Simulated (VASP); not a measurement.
The system is MnSb.

```xyz
2
Lattice="1.7079 0.9861 4.1557 -1.7079 0.9861 4.1557 0.0000 -1.9721 4.1557" Properties=species:S:1:pos:R:3 pbc="T T T"
Mn    0.0000    0.0000    6.2336
Sb    0.0000    0.0000    0.0000
```

The cell was built by a generator and needn't be a form met in nature.

| Property | Result |
| --- | --- |
| Program | VASP 6.6.1 |
| Task | relaxation of cell and atoms |
| Functional | PBE |
| Potentials or basis | VASP PAW PBE potentials, release 64 (Mn_pv, Sb) |
| Cutoff | 600 eV |
| k mesh | 9 × 9 × 9 |
| Occupations | gaussian, width 0.05 eV |
| Spin | collinear spin, ferromagnetic start |
| Starting moments | [4.0, 0.0] μB |

At the start: pressure -1.9 GPa; volume 21.00 Å³/atom.

How do energy, volume and symmetry change on relaxing?

Over 11 steps the energy falls by 144.6 meV/atom and the volume is 21.60 Å³/atom (+2.9 %); space group Fm-3m (No. 225, to 0.05 Å); moment 3.83 μB per cell.

Step by step:
```tsv
step	energy change (eV)	largest force (eV/Å)	pressure (GPa)	volume (Å³)
1	0.0000	0.0000	-1.88	41.99
2	-0.0753	0.0000	1.08	40.47
3	-0.0948	0.0000	3.52	39.52
4	-0.1545	0.0000	2.74	40.56
5	-0.2610	0.0000	-0.19	43.36
6	-0.1238	0.0000	-5.03	47.32
7	-0.2772	0.0000	-1.39	44.28
8	-0.2782	0.0000	-1.55	44.43
9	-0.2889	0.0000	-0.37	43.54
10	-0.2890	0.0000	-0.35	43.50
11	-0.2893	0.0000	0.02	43.21
```

Final structure:
```cif
data_structure
_symmetry_space_group_name_H-M 'P 1'
_symmetry_Int_Tables_number 1
_cell_length_a 3.9471
_cell_length_b 3.9471
_cell_length_c 3.9471
_cell_angle_alpha 59.722
_cell_angle_beta 59.722
_cell_angle_gamma 59.722
_cell_volume 43.21
loop_
_atom_site_label
_atom_site_type_symbol
_atom_site_fract_x
_atom_site_fract_y
_atom_site_fract_z
_atom_site_occupancy
Mn1 Mn 0.50000 0.50000 0.50000 1
Sb1 Sb 0.00000 0.00000 0.00000 1
```

Caveat: a cell with one magnetic atom can't hold antiferromagnetic order, which such compounds often take.
